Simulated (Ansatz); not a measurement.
# MoS2 (1T monolayer type, one sheet): Wannier functions and tight-binding models

Aim: build maximally localised Wannier functions for MoS2 (1T monolayer type, one sheet) from several sets of trial orbitals, and check spreads and centres, and how well the models interpolate the bands. Plan: PBE with spin-orbit coupling, anion s p, 6×6×1; PBE with spin-orbit coupling, metal d and anion p, disentangled, 6×6×1 (level, trial orbitals, Wannier mesh).

Program: Ansatz 0.2.0. Level of theory: plane waves, PAW. These are calculated values, not measurements.

3 further runs of the same task are left out: 3 that didn't finish.

**1. The structure to begin with**

It takes space group P-3m1 (No. 164, trigonal). The conventional cell has a = 3.214 Å, b = 3.214 Å, c = 30.103 Å, α = 90.00°, β = 90.00°, γ = 120.00°. Mo (site symmetry -3m) has 6 S at 2.42 Å as nearest neighbours. S (site symmetry 3m) has 3 Mo at 2.42 Å as nearest neighbours.

Coordinates:

```
CELL_PARAMETERS angstrom
3.21377 0.00000 0.00000
-1.60688 2.78320 0.00000
0.00000 0.00000 30.10281
ATOMIC_POSITIONS crystal
Mo 0.00000 0.00000 0.29898
S 0.33333 0.66667 0.35066
S 0.66667 0.33333 0.24729
```

Cell and atoms come from an earlier r2SCAN relaxation. No spin polarisation is used; should the compound be magnetic, its bands and low-energy spectrum would differ. The cell holds one sheet and vacuum, and is periodic in the plane alone; ε, where given, is a mean over the whole height of the cell, so ε₂ and ε₁ − 1 scale inversely with that height and aren't the sheet's own values.

**2. PBE with spin-orbit coupling, anion s p, 6×6×1**

input.yaml

```yaml
crystal:
  lattice:
    - [3.2137650255, 0.0, 0.0]
    - [-1.6068825128, 2.7832021538, 0.0]
    - [0.0, 0.0, 30.1028110312]
  atoms:
    - { symbol: Mo, position: [0.0, 0.0, 0.298975401] }
    - { symbol: S, position: [0.3333333333, 0.6666666667, 0.3506585533] }
    - { symbol: S, position: [0.6666666667, 0.3333333333, 0.2472922487] }
  periodic: [true, true, false]
kpoints:
  mp_grid: { grid: [9, 9, 1] }
  band_path:
    path:
      - [0, 0, 0]
      - [0.5, 0, 0]
      - [0.3333333333333, 0.3333333333333, 0]
      - [0, 0, 0]
    npoints: 10
hamiltonian:
  xc: pbe
scf:
  occupations: { method: fermi_dirac, width: 0.02 }
  n_extra_bands: 6
magnetization:
  noncollinear: true
  spin_orbit: true
output:
  forces: false
  stress: false
  eigenvalues: true
  wannier:
    kmesh: [6, 6, 1]
    projections: [{ species: S, l: s, shell: 3 }, { species: S, l: p, shell: 3 }]
    minimise: true
    write_hr: true
    conv_tol: 1.0e-08
    max_iter: 3000
```

The run is started by

```console
> ansatz run input.yaml --threads 4 --pin off --max-ram 5529MiB --backend cpu --events-out ev --progress --plain --runs-dir out
```

Further steps of the session: PBE with spin-orbit coupling, metal d and anion p, disentangled, 6×6×1.

Q: Predict the results of all the runs planned. Wanted: total spread, PBE with spin-orbit coupling, anion s p, 6×6×1; total spread, PBE with spin-orbit coupling, metal d and anion p, disentangled, 6×6×1; centres of the first set.

As calculated:

| quantity | value |
| --- | --- |
| total spread, PBE with spin-orbit coupling, anion s p, 6×6×1 | 27.13 Å² over 16 functions |
| total spread, PBE with spin-orbit coupling, metal d and anion p, disentangled, 6×6×1 | 33.91 Å² over 22 functions |
| centres of the first set | 0.33 to 0.75 Å from the nearest atom |

What this shows: With PBE with spin-orbit coupling, anion s p, 6×6×1 the 16 functions move off the atoms, with a mean spread of 1.70 Å²; 86 % of the total is gauge invariant. The disentangled models miss some band by up to 0.3 eV, which may lie outside their frozen windows.
